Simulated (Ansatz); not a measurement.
**MgZn₇O₈: a ladder of calculations**

Cell of run 1: a computed structure from the Materials Project (it need not be an observed phase), taken as it stands.

```cif
data_structure
_symmetry_space_group_name_H-M 'P 1'
_symmetry_Int_Tables_number 1
_cell_length_a 6.4904
_cell_length_b 6.4904
_cell_length_c 5.2022
_cell_angle_alpha 90.000
_cell_angle_beta 90.000
_cell_angle_gamma 120.000
_cell_volume 189.78
loop_
_atom_site_label
_atom_site_type_symbol
_atom_site_fract_x
_atom_site_fract_y
_atom_site_fract_z
_atom_site_occupancy
Mg1 Mg 0.00000 0.00000 0.49939 1
Zn2 Zn 0.49922 0.99843 0.49761 1
Zn3 Zn 0.16672 0.83328 0.00029 1
Zn4 Zn 0.66656 0.83328 0.00029 1
Zn5 Zn 0.00157 0.50078 0.49761 1
Zn6 Zn 0.49922 0.50078 0.49761 1
Zn7 Zn 0.16672 0.33344 0.00029 1
Zn8 Zn 0.66667 0.33333 0.99834 1
O9 O 0.00000 0.00000 0.87866 1
O10 O 0.66667 0.33333 0.38007 1
O11 O 0.00037 0.50019 0.87957 1
O12 O 0.49981 0.50019 0.87957 1
O13 O 0.49981 0.99963 0.87957 1
O14 O 0.16567 0.83433 0.38104 1
O15 O 0.66867 0.83433 0.38104 1
O16 O 0.16567 0.33133 0.38104 1
```

Atom numbers follow the list; atoms alike are taken as one site, whose name carries the number of the first.

All runs are DFT with Ansatz 0.2.0 (plane waves and PAW, scalar-relativistic unless spin–orbit coupling is named, Γ-centred meshes, Fermi–Dirac smearing where given) in this cell.

Run 1: PBE, atoms as given; 420 eV, 4×4×5 k-points, smearing 0.02 eV.
Run 2: r2SCAN, atoms as given; 500 eV, 4×4×5 k-points, smearing 0.02 eV.
Run 3: PBE, atoms as given; 300 eV, 4×4×5 k-points, smearing 0.02 eV; this cutoff lies below the one recommended for these PAW files.

**Question.** What does each run give, and what moves the gradients most?

**Answer.** 

| run | Zn8 V_zz (η) | O9 V_zz (η) | O10 V_zz (η) | O11 V_zz (η) | O14 V_zz (η) |
| --- | --- | --- | --- | --- | --- |
| 1 | 0.60 (0.00) | -3.51 (0.00) | -0.28 (0.00) | -0.26 (0.00) | -3.42 (0.13) |
| 2 | 0.61 (0.00) | -3.41 (0.00) | -0.27 (0.00) | -0.25 (0.08) | -3.31 (0.13) |
| 3 | 0.58 (0.00) | -3.25 (0.00) | -0.25 (0.00) | -0.22 (0.03) | -3.22 (0.12) |

V_zz in 10²¹ V/m²; 5 of the 8 sets of like atoms are followed. Against run 1, the gradient tensors on these sites move by at most 0.11 in run 2 (O14), 0.26 in run 3 (O9). Taken one at a time, the cutoff moves the tensors on these sites by up to 0.26 (largest principal value of the change, on O9), the functional (r2SCAN with its higher cutoff) by 0.11 (O14).

With these PAW files V_zz is typically within 2 to 3 % of all-electron values, but misses above 10 % occur on Zn. The cell isn't the equilibrium one in run 1 (calculated pressure 5 GPa), and the entry's cell may itself be off.
